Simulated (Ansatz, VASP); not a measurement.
**Cross-check of Al26CoN27 (Co_Al) between VASP and Ansatz**

Wanted: the spread between two codes on one cell, functional and k mesh. The cell is taken from a series of runs on this material, whose earlier steps may have relaxed, scaled, displaced or heated it; both programs get it as it stands.

Main program and level: Ansatz 0.2.0; plane waves, with VASP 6.6.1 beside it; single point at r2SCAN.

## (1) The structure

The cell holds 54 atoms: 26 Al, 27 N and 1 Co. Its edges and angles: a = 9.269 Å, b = 9.269 Å, c = 9.269 Å, α = 60.0°, β = 60.0°, γ = 60.0°. It derives from AlN (AlN (F-43m)). Nearest the centre at fractional (0.333, 0.667, 0.667): Co54 at 0.01 Å, N35 at 1.86 Å, N41 at 1.86 Å, N43 at 1.86 Å, N44 at 1.91 Å, Al7 at 3.10 Å, Al13 at 3.10 Å, Al3 at 3.10 Å. The cell carries charge +1.

As a file:

```xyz
54
Lattice="0.0000 6.5542 6.5542 6.5542 0.0000 6.5542 6.5542 6.5542 0.0000" Properties=species:S:1:pos:R:3 pbc="T T T"
Al    6.5552   13.1063    6.5565
Al    2.1772    8.7285    6.5518
Al    4.3738    4.3589    0.0360
Al    8.7315   13.1015    8.7329
Al    4.3631    2.1793    2.1838
Al    6.5479   10.9171    8.7373
Al    4.3737    0.0316    4.3632
Al    6.5478    8.7328   10.9216
Al    8.7009    4.3489    4.3533
Al    6.5521    8.7315    2.1818
Al    2.2146    4.3584    2.1940
Al    4.3774    6.5437    2.1974
Al    2.2146    2.1893    4.3629
Al    4.3622    4.3628    4.3675
Al    6.5317    6.5161    4.3526
Al    4.3774    2.1927    6.5483
Al    6.5317    4.3482    6.5208
Al    6.5582   10.9287    4.3790
Al    2.1819    6.5519    4.3751
Al    4.3613    8.7316    4.3727
Al    8.7361   10.9246    6.5564
Al    4.3577    6.5472    6.5517
Al    6.5418    8.7439    6.5900
Al   10.9153   10.9226    8.7360
Al    6.5417    6.5854    8.7485
Al    8.7286    8.7468    8.7514
N     1.0908    1.0925    1.0968
N     3.2737    3.2728    1.0943
N     5.4607    5.4638    1.0973
N     3.2737    1.0898    3.2771
N     5.4570    3.2727    3.2773
N     7.6407    5.4565    3.2733
N     5.4606    1.0928    5.4683
N     7.6406    3.2691    5.4610
N     9.7900    5.4702    5.4746
N     1.0920    3.2784    3.2830
N     3.2765    5.4638    3.2800
N     5.4667    7.6492    3.2874
N     3.2765    3.2752    5.4684
N     5.4522    5.4562    5.4607
N     7.6520    7.6049    5.4733
N     5.4666    3.2829    7.6536
N     7.6520    5.4689    7.6097
N     9.8422    7.6561    7.6610
N     1.0931    5.4630    5.4675
N     3.2760    7.6464    5.4652
N     5.4620    9.8328    5.4671
N     3.2761    5.4607    7.6508
N     5.4561    7.6438    7.6484
N     7.6482    9.8294    7.6512
N     5.4619    5.4626    9.8373
N     7.6481    7.6467    9.8341
N     9.8330    9.8373    9.8417
Co    8.7382    6.5558    6.5602
```

## (2) Ansatz: single point, r2SCAN

Ansatz runs on its PAW soft_1 files.

With cell and atoms fixed, the geometry can't cause a difference; cores, projectors, grids and the points listed under the comparison can.

input.yaml

```yaml
crystal:
  checkpoint: "../qp1_M1.relax.run"
  host: checkpoint
total_charge: 1
basis:
  ecutwfc: 500
  xc_grid: 2
hamiltonian:
  xc: r2scan
  pseudopotentials: { kind: paw, azcp: { folder: soft_1 } }
kpoints:
  mp_grid: { grid: [2, 2, 2], shift: [0.5, 0.5, 0.5] }
magnetization:
  spin_polarized: true
  initial_magnetization: 1
  spin_locking: { lock_magnetization: hard }
scf:
  occupations: { method: fermi_dirac, width: 0.01 }
  max_iter: 100
output:
  forces: true
  eigenvalues: true
  charged_corrections:
    epsilon: 4.64
    static_epsilon: 8.51
    defect_position: [0.333333, 0.666667, 0.666667]
  eigenstates: { localisation: true }
  populations: true
  efg: {}
checkpoint:
  read: "../qp1_M1.relax.run"
  write: "../qp1_M1.point.run"
  compress: false
  write_wavefunctions: false
  write_every: 100000
```

Launch:

```console
ansatz run input.yaml --threads 4 --pin off --max-ram 7536MiB --backend cpu --events-out ev --progress --plain --runs-dir out
```

Numbers of over 12 decimals in the logs are rounded to 6 here.

The program printed:

```text
Warning: This run holds its total moment fixed (magnetization.spin_locking.lock_magnetization: hard) and mixes its density by anderson or broyden (scf.mixing.algorithm, typed or taken by auto). Slabs with a fixed moment have converged under broyden above another state at the same moment, at the default mixing steps and at smaller ones, and under scf.lower_state_search: standard, light or off a state that such a mixer [...]
crystal.checkpoint: the structure is that of <dir>, a `relax` run, at its step 7: its result, under r2scan at a charge of 1 e; 54 atoms read, 1 with a starting moment; crystal.structure_sha256 for this input is
Engine: ansatz 0.2.0, aarch64-unknown-linux-gnu
Pseudopotentials: kind: paw
Pseudopotential: Al, paw, valence charge 3, recommended cutoff 500 eV (meta_gga), soft_1/Al.paw.azcp
Pseudopotential: N, paw, valence charge 5, recommended cutoff 500 eV (meta_gga), soft_1/N.paw.azcp
Pseudopotential: Co, paw, valence charge 17, recommended cutoff 500 eV (meta_gga), soft_1/Co.paw.azcp
Functional definition: r2SCAN
  parameter k0 = 0.174
  parameter k1 = 0.065
  parameter a1 = 4.9479
  exchange = r2scan_x(k0 = k0, k1 = k1, a1 = a1)
  correlation = r2scan_c
Crystal: 54 atoms, lattice volume = 563.102 Å³
Basis set: ecut = 500 eV, 14331 PW (Γ), exchange–correlation on 144×144×144 points (8 copies of the dense FFT grid, shifted against one another)
Bands: 169, of which v1, the nominal top of the filled ones, is band 115 counted from 1 (114 counted from 0)
Symmetry: 1 space group operations
Space group: P1 (ITA 1), of the structure as read, at distance tolerance 8.3e-5 Å
Magnetic group: BNS 1.1 (UNI 1), of the structure as read, at distance tolerance 8.3e-5 Å
k-points: 4 of 8 (time reversal used)
Non-local potential: Al, projectors of the file, l = 0: 2, l = 1: 2, l = 2: 1
Non-local potential: N, projectors of the file, l = 0: 2, l = 1: 2, l = 2: 1
Non-local potential: Co, projectors of the file, l = 0: 3, l = 1: 2, l = 2: 3, l = 3: 1
PAW form: soft (Blöchl's): semilocal exchange-correlation on the pseudo side does not see the compensation charge
PAW frozen core: Al, regenerated for the run's functional (the file was generated under x = pbe(κ = 0.804, μ = 0.219515), c = pbe(β = 0.066725))
PAW frozen core: N, regenerated for the run's functional (the file was generated under x = pbe(κ = 0.804, μ = 0.219515), c = pbe(β = 0.066725))
PAW frozen core: Co, regenerated for the run's functional (the file was generated under x = pbe(κ = 0.804, μ = 0.219515), c = pbe(β = 0.066725))
PAW one-centre angular grid: Al, 302 points (default); XC on 160 Gauss nodes
PAW one-centre angular grid: N, 302 points (default); XC on 160 Gauss nodes
PAW one-centre angular grid: Co, 590 points (default); XC on 160 Gauss nodes
Initial density: read from a saved state, or passed on in memory by an earlier SCF of this step, an earlier step, the calling program or the single point that the run made first
Stability of the state it starts from, as read at its close in the collinear treatment: not read, because the mixer in use, unlike msr1, does not test its closes by its own steps (another_mixer); its run was given moments
Starting moments: Σ|m| = 1 μB on 1 of 54 sites; this step starts from the density that it was given
Initial wavefunctions: pseudopotential atomic-orbital guess — the wavefunctions supplied were not used: k-point sampling differs
Functional: x = r2scan, c = r2scan; τ floored in thin density (d = 2e-4 eV/Å³)
iter 1 solved again at ethr=4.81e-5 eV; its pass at ethr=3.10e-3 eV (dr2=1.10e-1 eV) is discarded
SCF iter   1: F=—  HF=-29661.878655 eV  |F-HF|=—  |Δ(HF+E_count)|=         —  Δρ=2.46e-3 (↑2.46e-3 ↓2.28e-3)  dr2=1.20e-1  dr2_τ=1.51e-3  dr2_m=1.15e-3  M=1.000 μB ∫|m|=1.466 μB  β_m=1.20  ethr=4.81e-5  ⟨swp⟩=9.0  Hψ=9008  notcnv=0
preconditioner: auto → Resta (q_TF=auto, 2.348 Å⁻¹)  ε∞=3.8  [insulator: Δε(μ)=0.481 eV  Ē_g=13.817 eV  σ=0.010 eV  W_gap=1.00  n_scr=136 (ndim 8)  ℏωp=23.3 eV  f_vac=0.000  D(μ)=0.00/eV (n_scr^D=0)  ε∞_Penn≈3.8]
spin=Collinear: Resta preconditioning applied to the charge; magnetization (m = ρ↑ − ρ↓) channel mixes plain (no charge-response kernel on spin).
SCF iter   2: F=—  HF=-29661.865347 eV  |F-HF|=—  |Δ(HF+E_count)|=   1.33e-2  Δρ=1.79e-3 (↑1.62e-3 ↓1.79e-3)  dr2=5.23e-2  dr2_τ=3.87e-4  dr2_m=2.22e-4  M=1.000 μB ∫|m|=1.475 μB  β_m=1.20  ethr=4.81e-5  ⟨swp⟩=2.4  Hψ=2691  notcnv=0  κ⁻¹=1.0e0(r=1)
[...]
F (periodic)     = -29661.863267  (uncorrected; the corrections below are reported, never added to it)
  E_corr1          = +0.542727  (monopole, q²α_M/2εL)
  F Makov-Payne    = n/a  (the rows are of the electrons' constant alone; ansatz place-levels tells what screens the charge)
  no potential alignment in this run, which stands beside a crystal: run the host's input off ansatz write-host-input, and read the two finished runs by ansatz place-levels (neither reads a slab, a wire or a sheet, whose cell leaves a vacuum)
--- Band table (eV; the first three rows and the last of 8) ---
  k-point 0 ↑: bands = [... 111 lower, 6.7520, 6.8967, 6.8992, 7.5775, 8.4642, 8.4673, 12.0501, 12.0838, ... 50 higher]
  k-point 1 ↑: bands = [... 111 lower, 6.6786, 6.7309, 6.9367, 7.6303, 8.1743, 8.4055, 11.3436, 12.2949, ... 50 higher]
  k-point 2 ↑: bands = [... 111 lower, 6.6786, 6.7313, 6.9364, 7.6305, 8.1747, 8.4050, 11.3436, 12.2949, ... 50 higher]
  k-point 3 ↓: bands = [... 111 lower, 6.6889, 6.9984, 7.1495, 8.4741, 8.6931, 9.4433, 11.3788, 12.3033, ... 50 higher]
--- Löwdin populations: 54 sites ---
  site symbol       q [e]    m [muB]
     0     Al      1.8766     0.0001
     1      N      6.0409    -0.0001
     2     Al      1.8743    -0.0002
     3      N      6.0448     0.0005
     4     Al      1.8954     0.0006
     5      N      6.0428    -0.0012
     6     Al      1.8742    -0.0002
     7      N      6.0448     0.0005
     8     Al      1.8785     0.0000
     9      N      6.0361     0.0002
    10     Al      1.8792    -0.0000
    11      N      6.0454     0.0004
    12     Al      1.8954     0.0006
    13      N      6.0429    -0.0012
    14     Al      1.8792    -0.0000
    15      N      6.0453     0.0004
    16     Al      1.8879     0.0038
    17      N      5.8891     0.0304
    18     Al      1.8775    -0.0006
    19      N      6.0232    -0.0066
    20     Al      1.8955     0.0006
    21      N      6.0428    -0.0012
    22     Al      1.8962     0.0009
    23      N      6.0353     0.0117
[...]
46     Al      1.8956     0.0006
    47      N      6.0428    -0.0012
    48     Al      1.8775    -0.0005
    49      N      6.0232    -0.0066
    50     Al      1.8956     0.0006
    51      N      6.0428    -0.0012
    52     Al      1.8964     0.0008
    53      N      6.0350     0.0108
  spilling = 0.007504 (of n_electrons = 229.000000)
```

## (3) VASP: single point, r2SCAN

The same cell, functional, mesh and smearing now go to VASP, with its own data sets.

Lines of VASP's logs that name or quote its potential files are left out, and so is its time.

INCAR

```
SYSTEM = Al26CoN27
PREC = Accurate
ENCUT = 580
EDIFF = 1E-06
NELM = 200
ISMEAR = -1
SIGMA = 0.01
LREAL = Auto
ALGO = Normal
METAGGA = R2SCAN
LASPH = .TRUE.
NELECT = 221
NBANDS = 152
ISPIN = 2
MAGMOM = -0 0 0 0 0 -0 0 -0 0 -0 0 -0 0 -0 0 -0 0 0 -0 -0 -0 0 0 -0 0 -0 -0 0 -0 0 0 0 -0 0 0.02 -0.01 -0 0.01 -0 0 0.02 0.01 0.02 0.06 0 -0 -0.01 -0 0 -0 -0.01 -0 0.01 0.69
LMAXMIX = 4
LORBIT = 11
LWAVE = .FALSE.
LCHARG = .FALSE.
ISIF = 2
ISYM = 0
NUPDOWN = 1
GGA_COMPAT = .FALSE.
LMIXTAU = .TRUE.
KPAR = 4
```

POSCAR

```
Al26CoN27
1.0
    0.0000000000      6.5541898631      6.5541898631
    6.5541898631      0.0000000000      6.5541898631
    6.5541898631      6.5541898631      0.0000000000
Al N Co
26 27 1
Direct
    0.9999478963      0.0004107954      0.9997421422
    0.9995954905      0.0000348000      0.3321530741
    0.0016136753      0.0038834670      0.6634378018
    0.9995848618      0.3328275890      0.9993709457
    0.0000052054      0.3331924337      0.3325042634
    0.9998560545      0.3332303446      0.6658116852
    0.0016074024      0.6641049833      0.0032104298
    0.9998673124      0.6664902867      0.3325382757
    0.0000967666      0.6640972613      0.6634288461
    0.3326967444      0.0001831002      0.9995009184
    0.3309190194      0.0038217059      0.3340663134
    0.3328943348      0.0023779449      0.6655072525
    0.3308996968      0.3347680090      0.0031280623
    0.3332280465      0.3331366656      0.3324208598
    0.3308542714      0.3332394485      0.6633348971
    0.3328896670      0.6662090512      0.0016672974
    0.3308779070      0.6640307932      0.3325388276
    0.6674766343      0.0006516329      0.9999649760
    0.6671366116      0.0003831297      0.3325120175
    0.6669831486      0.0001854687      0.6652299537
    0.6671190502      0.3332152104      0.9996930073
    0.6668421404      0.3327835838      0.3320939391
    0.6707208166      0.3347373149      0.6633715797
    0.6669928183      0.6658887956      0.9995072448
    0.6707331388      0.6640644368      0.3340316033
    0.6690043257      0.6662289675      0.6655304242
    0.0837979326      0.0835469047      0.0828839409
    0.0834117929      0.0835471841      0.4159292194
    0.0839449142      0.0834750957      0.7496902399
    0.0833975282      0.4166105389      0.0828705787
    0.0833772152      0.4166471805      0.4159552210
    0.0830848785      0.4163427239      0.7494356752
    0.0839538377      0.7503629712      0.0827818926
    0.0831092130      0.7500979801      0.4156652060
    0.0880928756      0.7471868729      0.7465156792
    0.4172462032      0.0836494600      0.0829571901
    0.4170765834      0.0833600568      0.4165536123
    0.4172788247      0.0842934848      0.7497854340
    0.4170685237      0.4172678400      0.0826432749
    0.4168894863      0.4162785474      0.4155798200
    0.4139437887      0.4211348286      0.7463619512
    0.4172818701      0.7504646349      0.0835988250
    0.4139747864      0.7470612180      0.4204398755
    0.4176715642      0.7512046045      0.7504549934
    0.7504632588      0.0837328018      0.0830532938
    0.7503270083      0.0835199825      0.4163200093
    0.7505090122      0.0836335672      0.7497227307
    0.7503152120      0.4169985398      0.0828449566
    0.7503737167      0.4165769414      0.4158780097
    0.7500792375      0.4172903208      0.7496300361
    0.7505082188      0.7504037196      0.0829465848
    0.7501058107      0.7503162742      0.4165865387
    0.7511171704      0.7504702795      0.7497970985
    0.3339727989      0.6669455027      0.6662732423
```

KPOINTS

```
Points of the shifted mesh
8
Reciprocal
 0.2500000000  0.2500000000  0.2500000000 1
 0.2500000000  0.2500000000  0.7500000000 1
 0.2500000000  0.7500000000  0.2500000000 1
 0.2500000000  0.7500000000  0.7500000000 1
 0.7500000000  0.2500000000  0.2500000000 1
 0.7500000000  0.2500000000  0.7500000000 1
 0.7500000000  0.7500000000  0.2500000000 1
 0.7500000000  0.7500000000  0.7500000000 1
```

The projector-augmented-wave data sets are Al, N and Co (PBE family, release 64).

Launch:

```console
mpirun -np 8 vasp_std
```

The program printed:

```text
[banner, memory and clock lines left out]
running    8 mpi-ranks, on    1 nodes
[...]
|                                                                             |
|           W    W    AA    RRRRR   N    N  II  N    N   GGGG   !!!           |
|           W    W   A  A   R    R  NN   N  II  NN   N  G    G  !!!           |
|           W    W  A    A  R    R  N N  N  II  N N  N  G       !!!           |
|           W WW W  AAAAAA  RRRRR   N  N N  II  N  N N  G  GGG   !            |
|           WW  WW  A    A  R   R   N   NN  II  N   NN  G    G                |
|           W    W  A    A  R    R  N    N  II  N    N   GGGG   !!!           |
|                                                                             |
|     For optimal performance we recommend to set                             |
|       NCORE = 2 up to number-of-cores-per-socket                            |
|     NCORE specifies how many cores store one orbital (NPAR=cpu/NCORE).      |
|     This setting can greatly improve the performance of VASP for DFT.       |
[...]
DAV:   5    -0.652354405751E+03   -0.14685E+00   -0.14651E+00  6280   0.357E+00BRMIX: very serious problems
 the old and the new charge density differ
 old charge density:   222.00000 new  221.00000
BRMIX: very serious problems
 the old and the new charge density differ
 old charge density:   222.00000 new  221.00000
BRMIX: very serious problems
 the old and the new charge density differ
 old charge density:   222.00000 new  221.00000
BRMIX: very serious problems
 the old and the new charge density differ
 old charge density:   222.00000 new  221.00000
    0.609E+01
DAV:   6    -0.620383607523E+03    0.31971E+02   -0.55910E+02  6264   0.966E+01    0.159E+02
DAV:   7    -0.579466397189E+03    0.40917E+02   -0.16984E+02  5632   0.357E+01    0.669E+01
DAV:   8    -0.531482024728E+03    0.47984E+02   -0.86811E+01  6408   0.104E+02    0.199E+01
DAV:   9    -0.524769297857E+03    0.67127E+01   -0.17472E+01  6960   0.192E+01    0.125E+01
[...]
DAV:  23    -0.526017705668E+03   -0.18129E-04   -0.18750E-04  7464   0.562E-02    0.210E-02
DAV:  24    -0.526017708767E+03   -0.30987E-05   -0.38117E-05  7184   0.240E-02    0.164E-02
DAV:  25    -0.526017708742E+03    0.24367E-07   -0.58948E-06  4992   0.114E-02
   1 F= -.52601771E+03 E0= -.52601771E+03  d E =-.830472E-11  mag=     1.0000
```

From OUTCAR (step 3):

```text
  FREE ENERGIE OF THE ION-ELECTRON SYSTEM (eV)
  ---------------------------------------------------
  free  energy   TOTEN  =      -526.0177087423 eV

  energy  without entropy=     -526.0177087423  energy(sigma->0) =     -526.01770874

 magnetization (x)
# of ion       s       p       d       tot
------------------------------------------
    1       -0.000  -0.000   0.000  -0.000
    2        0.000   0.000   0.000   0.000
    3        0.000   0.000   0.000   0.001
    4        0.000   0.000   0.000   0.000
    5        0.000   0.000   0.000   0.000
    6       -0.000  -0.000   0.000  -0.000
    7        0.000   0.000   0.000   0.001
    8       -0.000  -0.000   0.000  -0.000
    9        0.001   0.002   0.000   0.004
   10       -0.000  -0.000   0.000  -0.000
   11        0.000   0.000   0.000   0.001
   12       -0.001  -0.002   0.000  -0.003
   13        0.000   0.000   0.000   0.001
[...]
--------------------------------------------------
tot          0.023   0.155   0.710   0.887
```

The cell holds one magnetic atom, so no antiferromagnetic order fits into it. The cell is charged against a uniform background.

The run ends at a pressure of -3.23 GPa, with forces up to 0.19 eV/Å.

## (4) Comparison

Known differences besides the potentials themselves: VASP starts from the moments at which Ansatz ended; VASP keeps PBE cores, Ansatz makes them for the functional; the cutoff is 500 eV in Ansatz and 580 eV in VASP (PREC = Accurate, projectors in real space); site moments are counted in spheres of each program's own size. Total energies have different zeros and are not compared.

Compared:

| quantity | Ansatz | VASP | difference |
| --- | --- | --- | --- |
| total moment, fixed by the input (μB) | 1.00 | 1.00 | 0.00 |
| moment on Co54 (μB) | 0.69 | 0.75 | -0.06 |
| moment on N44 (μB) | 0.06 | 0.06 | 0.00 |

Forces on 7 of the 54 atoms, those with the largest forces and the largest differences (eV/Å; atoms numbered as in POSCAR):

| atom | Ansatz x, y, z | VASP x, y, z |
| --- | --- | --- |
| Al10 | 0.103, 0.083, 0.083 | 0.104, 0.076, 0.075 |
| Al20 | 0.083, 0.080, 0.104 | 0.077, 0.078, 0.106 |
| Al24 | 0.085, 0.103, 0.081 | 0.082, 0.103, 0.082 |
| N35 | -0.137, 0.026, 0.026 | -0.076, -0.034, -0.034 |
| N41 | 0.023, -0.130, 0.025 | -0.039, -0.074, -0.037 |
| N43 | 0.025, 0.026, -0.131 | -0.037, -0.036, -0.074 |
| Co54 | 0.067, 0.060, 0.063 | 0.112, 0.108, 0.112 |

The forces differ by 17 meV/Å r.m.s., which is 34.4 % of the r.m.s. force of 0.048 eV/Å (both taken over all components). The cell carries a charge of +1 e against a uniform background, so its pressure also hangs on how the neutralising background is counted, and in a defect's cell a gap may be the spacing between its levels.

## (5) Outcome

```json
{
 "r.m.s. force difference (single point, r2SCAN)": "17 meV/Å"
}
```

In words: The r.m.s. force difference is 17 meV/Å (single point, r2SCAN), beyond the 12 meV/Å picked in this series as the mark of a large difference. The data sets hold unlike numbers of valence electrons (229 in Ansatz and 221 in VASP), so part of the differences comes from the potentials. What causes the difference of the single point, r2SCAN pair stays open here. How closely two codes agree says nothing of how well the functional describes the real material.

[Lines on the potential files, build, host, timing and source positions are cut from VASP's logs without a mark.]

[Logs are printed without paths, hosts, clocks, repeated set-up lines and the standing remarks that a program may print on its own settings, such as how far it seeks lower states.]

[Hosts, paths, dates, database ids (printed as entryN), source tags and the programs' standing remarks are cut or masked in the printed files.]
